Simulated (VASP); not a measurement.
Wanted: the native input for a VASP 6.6.1 run.

| Property | Result |
| --- | --- |
| Task | band structure |
| Functional | PBE |
| Dispersion | D3 |
| Potentials or basis | VASP PAW PBE potentials, release 64 (Mg_GW) |
| Cutoff | 550 eV |
| k mesh | 6 × 6 × 6 |
| Occupations | methfessel-paxton, width 0.2 eV |
| Spin | no spin polarisation |
| Further INCAR settings | ALGO = Normal; EDIFF = 1e-07; NBANDS = 12 |

The structure of Mg lies in Mg.cif:

```cif
data_Mg
_cell_length_a 4.48851200
_cell_length_b 4.48851200
_cell_length_c 4.48851200
_cell_angle_alpha 90.00000000
_cell_angle_beta 90.00000000
_cell_angle_gamma 90.00000000
_space_group_name_H-M_alt 'Fm-3m'
_space_group_name_Hall '-F 4 2 3'
_space_group_IT_number 225
loop_
_space_group_symop_operation_xyz
'x,y,z'
'-x,-y,-z'
'-y,x,z'
'y,-x,-z'
'-x,-y,z'
'x,y,-z'
'y,-x,z'
'-y,x,-z'
'x,-y,-z'
'-x,y,z'
'-y,-x,-z'
'y,x,z'
'-x,y,-z'
'x,-y,z'
'y,x,-z'
'-y,-x,z'
'z,x,y'
'-z,-x,-y'
'z,-y,x'
'-z,y,-x'
'z,-x,-y'
'-z,x,y'
'z,y,-x'
'-z,-y,x'
'-z,x,-y'
'z,-x,y'
'-z,-y,-x'
'z,y,x'
'-z,-x,y'
'z,x,-y'
'-z,y,x'
'z,-y,-x'
'y,z,x'
'-y,-z,-x'
'x,z,-y'
'-x,-z,y'
'-y,z,-x'
'y,-z,x'
'-x,z,y'
'x,-z,-y'
'-y,-z,x'
'y,z,-x'
'-x,-z,-y'
'x,z,y'
'y,-z,-x'
'-y,z,x'
'x,-z,y'
'-x,z,-y'
'x,y+1/2,z+1/2'
'-x,-y+1/2,-z+1/2'
'-y,x+1/2,z+1/2'
'y,-x+1/2,-z+1/2'
'-x,-y+1/2,z+1/2'
'x,y+1/2,-z+1/2'
'y,-x+1/2,z+1/2'
'-y,x+1/2,-z+1/2'
'x,-y+1/2,-z+1/2'
'-x,y+1/2,z+1/2'
'-y,-x+1/2,-z+1/2'
'y,x+1/2,z+1/2'
'-x,y+1/2,-z+1/2'
'x,-y+1/2,z+1/2'
'y,x+1/2,-z+1/2'
'-y,-x+1/2,z+1/2'
'z,x+1/2,y+1/2'
'-z,-x+1/2,-y+1/2'
'z,-y+1/2,x+1/2'
'-z,y+1/2,-x+1/2'
'z,-x+1/2,-y+1/2'
'-z,x+1/2,y+1/2'
'z,y+1/2,-x+1/2'
'-z,-y+1/2,x+1/2'
'-z,x+1/2,-y+1/2'
'z,-x+1/2,y+1/2'
'-z,-y+1/2,-x+1/2'
'z,y+1/2,x+1/2'
'-z,-x+1/2,y+1/2'
'z,x+1/2,-y+1/2'
'-z,y+1/2,x+1/2'
'z,-y+1/2,-x+1/2'
'y,z+1/2,x+1/2'
'-y,-z+1/2,-x+1/2'
'x,z+1/2,-y+1/2'
'-x,-z+1/2,y+1/2'
'-y,z+1/2,-x+1/2'
'y,-z+1/2,x+1/2'
'-x,z+1/2,y+1/2'
'x,-z+1/2,-y+1/2'
'-y,-z+1/2,x+1/2'
'y,z+1/2,-x+1/2'
'-x,-z+1/2,-y+1/2'
'x,z+1/2,y+1/2'
'y,-z+1/2,-x+1/2'
'-y,z+1/2,x+1/2'
'x,-z+1/2,y+1/2'
'-x,z+1/2,-y+1/2'
'x+1/2,y,z+1/2'
'-x+1/2,-y,-z+1/2'
'-y+1/2,x,z+1/2'
'y+1/2,-x,-z+1/2'
'-x+1/2,-y,z+1/2'
'x+1/2,y,-z+1/2'
'y+1/2,-x,z+1/2'
'-y+1/2,x,-z+1/2'
'x+1/2,-y,-z+1/2'
'-x+1/2,y,z+1/2'
'-y+1/2,-x,-z+1/2'
'y+1/2,x,z+1/2'
'-x+1/2,y,-z+1/2'
'x+1/2,-y,z+1/2'
'y+1/2,x,-z+1/2'
'-y+1/2,-x,z+1/2'
'z+1/2,x,y+1/2'
'-z+1/2,-x,-y+1/2'
'z+1/2,-y,x+1/2'
'-z+1/2,y,-x+1/2'
'z+1/2,-x,-y+1/2'
'-z+1/2,x,y+1/2'
'z+1/2,y,-x+1/2'
'-z+1/2,-y,x+1/2'
'-z+1/2,x,-y+1/2'
'z+1/2,-x,y+1/2'
'-z+1/2,-y,-x+1/2'
'z+1/2,y,x+1/2'
'-z+1/2,-x,y+1/2'
'z+1/2,x,-y+1/2'
'-z+1/2,y,x+1/2'
'z+1/2,-y,-x+1/2'
'y+1/2,z,x+1/2'
'-y+1/2,-z,-x+1/2'
'x+1/2,z,-y+1/2'
'-x+1/2,-z,y+1/2'
'-y+1/2,z,-x+1/2'
'y+1/2,-z,x+1/2'
'-x+1/2,z,y+1/2'
'x+1/2,-z,-y+1/2'
'-y+1/2,-z,x+1/2'
'y+1/2,z,-x+1/2'
'-x+1/2,-z,-y+1/2'
'x+1/2,z,y+1/2'
'y+1/2,-z,-x+1/2'
'-y+1/2,z,x+1/2'
'x+1/2,-z,y+1/2'
'-x+1/2,z,-y+1/2'
'x+1/2,y+1/2,z'
'-x+1/2,-y+1/2,-z'
'-y+1/2,x+1/2,z'
'y+1/2,-x+1/2,-z'
'-x+1/2,-y+1/2,z'
'x+1/2,y+1/2,-z'
'y+1/2,-x+1/2,z'
'-y+1/2,x+1/2,-z'
'x+1/2,-y+1/2,-z'
'-x+1/2,y+1/2,z'
'-y+1/2,-x+1/2,-z'
'y+1/2,x+1/2,z'
'-x+1/2,y+1/2,-z'
'x+1/2,-y+1/2,z'
'y+1/2,x+1/2,-z'
'-y+1/2,-x+1/2,z'
'z+1/2,x+1/2,y'
'-z+1/2,-x+1/2,-y'
'z+1/2,-y+1/2,x'
'-z+1/2,y+1/2,-x'
'z+1/2,-x+1/2,-y'
'-z+1/2,x+1/2,y'
'z+1/2,y+1/2,-x'
'-z+1/2,-y+1/2,x'
'-z+1/2,x+1/2,-y'
'z+1/2,-x+1/2,y'
'-z+1/2,-y+1/2,-x'
'z+1/2,y+1/2,x'
'-z+1/2,-x+1/2,y'
'z+1/2,x+1/2,-y'
'-z+1/2,y+1/2,x'
'z+1/2,-y+1/2,-x'
'y+1/2,z+1/2,x'
'-y+1/2,-z+1/2,-x'
'x+1/2,z+1/2,-y'
'-x+1/2,-z+1/2,y'
'-y+1/2,z+1/2,-x'
'y+1/2,-z+1/2,x'
'-x+1/2,z+1/2,y'
'x+1/2,-z+1/2,-y'
'-y+1/2,-z+1/2,x'
'y+1/2,z+1/2,-x'
'-x+1/2,-z+1/2,-y'
'x+1/2,z+1/2,y'
'y+1/2,-z+1/2,-x'
'-y+1/2,z+1/2,x'
'x+1/2,-z+1/2,y'
'-x+1/2,z+1/2,-y'
loop_
_atom_site_label
_atom_site_type_symbol
_atom_site_symmetry_multiplicity
_atom_site_Wyckoff_symbol
_atom_site_fract_x
_atom_site_fract_y
_atom_site_fract_z
_atom_site_occupancy
Mg1 Mg 4 a 0.0000000000 0.0000000000 0.0000000000 1
```

The structure of Mg lies in POSCAR:

```
Mg
 1.0000000000000000
     4.4885120000000001    0.0000000000000000    0.0000000000000000
     0.0000000000000000    4.4885120000000001    0.0000000000000000
     0.0000000000000000    0.0000000000000000    4.4885120000000001
 Mg 
   4
Cartesian
  0.0000000000000000  0.0000000000000000  0.0000000000000000
  0.0000000000000000  2.2442560000000000  2.2442560000000000
  2.2442560000000000  0.0000000000000000  2.2442560000000000
  2.2442560000000000  2.2442560000000000  0.0000000000000000
```

This isn't the form of Mg at room conditions, which is hcp.

The input as run:

INCAR

```
SYSTEM = Mg
PREC = Accurate
ENCUT = 550
EDIFF = 1E-7
ISMEAR = 1
SIGMA = 0.2
LREAL = .FALSE.
LASPH = .TRUE.
NELM = 80
ALGO = Normal
ISIF = 2
LWAVE = .FALSE.
LCHARG = .FALSE.
GGA = PE
IVDW = 11
NBANDS = 12
```

KPOINTS

```
Automatic mesh
0
G
  6 6 6
  0 0 0
```

KPOINTS_OPT

```
path GXMGRX,MR
15
line-mode
reciprocal
 0.0000000000  0.0000000000  0.0000000000  G
 0.0000000000  0.5000000000  0.0000000000  X

 0.0000000000  0.5000000000  0.0000000000  X
 0.5000000000  0.5000000000  0.0000000000  M

 0.5000000000  0.5000000000  0.0000000000  M
 0.0000000000  0.0000000000  0.0000000000  G

 0.0000000000  0.0000000000  0.0000000000  G
 0.5000000000  0.5000000000  0.5000000000  R

 0.5000000000  0.5000000000  0.5000000000  R
 0.0000000000  0.5000000000  0.0000000000  X

 0.5000000000  0.5000000000  0.0000000000  M
 0.5000000000  0.5000000000  0.5000000000  R
```

Potentials or basis: VASP PAW PBE potentials, release 64 (Mg_GW).

The run is started by

```sh
$ ase convert -i cif -o vasp Mg.cif POSCAR
$ cat potpaw_PBE.64/Mg_GW/POTCAR > POTCAR
$ mpirun -np 1 vasp_std > vasp.out
```

Results of the run:

- Pressure: -0.7 GPa
- Band gap along the path: none (metal or under the smearing width)
- Dispersion energy per atom: -0.204 eV

Caveat: pairwise dispersion overbinds metals, which lowers pressure and volume.

Wall time 42 s on 1 thread of Intel(R) Xeon(R) Platinum 8488C (Sapphire Rapids), on a shared host, peak memory 0.22 GiB.
